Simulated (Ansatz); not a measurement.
# LiCl: do energies and stresses tell the same story?

Level of theory: DFT r2SCAN, scalar-relativistic, plane waves, PAW (Ansatz).

Plane waves to 500 eV, a k mesh through Γ of 8×8×8 on the computed 2-atom cell and Gaussian smearing (0.02 eV); no spin polarisation.

Relaxed cell: Fm-3m, a = 5.112 Å, b = 5.112 Å, c = 5.112 Å, α = 90.00°, β = 90.00°, γ = 90.00°, 2 atoms in the primitive cell.

Energies at zero smearing and pressures from the stress tensor, at volumes with shape and atoms relaxed:
| V (Å³/atom) | E − E(first) (meV/atom) | P (GPa) |
| --- | --- | --- |
| 14.698 | 0.00 | 5.88 |
| 15.199 | -15.42 | 4.03 |
| 15.701 | -25.51 | 2.47 |
| 16.202 | -31.09 | 1.13 |
| 16.703 | -32.82 | 0.00 |
| 17.204 | -31.27 | -0.96 |
| 17.705 | -26.95 | -1.78 |
| 18.373 | -17.55 | -2.69 |

Q: Check P = −dE/dV between neighbouring volumes, and get the bulk modulus from the pressures alone.

A: With 1 eV/Å³ = 160.2 GPa:
```
middle V (Å³/atom)  −ΔE/ΔV (GPa) mean P (GPa)
            14.949         4.930         4.955
            15.450         3.227         3.249
            15.951         1.783         1.800
            16.452         0.553         0.568
            16.953        -0.494        -0.480
            17.454        -1.384        -1.373
            18.039        -2.253        -2.237
```

The two differ by 0.03 GPa at most. The mean of two end pressures misses the average over a step by about ΔV² P″/12, up to 0.02 GPa here; with that taken off 0.00 GPa remains. Around V = 16.703 Å³/atom, the two neighbours give B = −V ΔP/ΔV = 16.703 × 2.10 / 1.002 = 35.0 GPa, against B0 = 34.8 GPa from the Birch–Murnaghan fit of the energies.